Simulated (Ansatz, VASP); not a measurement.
# GaAs: VASP beside Ansatz

INCAR

```
SYSTEM = GaAs
PREC = Accurate ; ENCUT = 520
EDIFF = 1E-6 ; ISMEAR = 0
SIGMA = 0.028999999999999998 ; LREAL = .FALSE.
LASPH = .TRUE. ; NELM = 80
ALGO = Fast ; ISIF = 2
LWAVE = .FALSE. ; LCHARG = .TRUE.
GGA = PE ; LELF = .TRUE.
LVHAR = .TRUE. ; NBANDS = 16
```

Contents of KPOINTS:

```
Automatic mesh
0
G
  8 8 8
  0 0 0
```

The input POSCAR:

```
GaAs
1.0
    0.0000000000      2.8268500000      2.8268500000
    2.8268500000      0.0000000000      2.8268500000
    2.8268500000      2.8268500000      0.0000000000
As Ga
1 1
Direct
    0.7500000000      0.7500000000      0.7500000000
    0.0000000000      0.0000000000      0.0000000000
```

The input input.yaml:

```yaml
crystal:
  lattice:
    - [0.0, 2.82685, 2.82685]
    - [2.82685, 0.0, 2.82685]
    - [2.82685, 2.82685, 0.0]
  atoms:
    - { symbol: As, position: [0.75, 0.75, 0.75] }
    - { symbol: Ga, position: [0.0, 0.0, 0.0] }
hamiltonian:
  xc: pbe
  pseudopotentials: { kind: paw }
kpoints:
  mp_grid: { grid: [8, 8, 8] }
scf:
  occupations: { method: gaussian, width: 0.029 }
output:
  forces: true
  stress: true
  eigenvalues: true
```

Alike in both runs: task single point; functional PBE; k mesh 8 × 8 × 8; occupations gaussian, width 0.029 eV; no spin polarisation.

|  | VASP | Ansatz |
| --- | --- | --- |
| version | VASP 6.6.1 | Ansatz 0.2.0 |
| potentials or method | VASP PAW PBE potentials, release 64 (As, Ga_d) | Ansatz PAW |
| plane-wave cutoff (eV) | 520 | 420 |
| valence electrons in the cell | 18 | 28 |

```tsv
	VASP	Ansatz	Ansatz less VASP
gap on the k mesh at the Fermi level (eV)	0.52	0.52	-0.004
least direct gap on the mesh (eV)	0.52	0.52	-0.004
pressure (GPa)	3.5	3.3	-0.24
```

The two sets of potentials don't hold the same shells in valence.

A k mesh can miss the band edges. As with any semilocal functional, this PBE gap is likely too small.
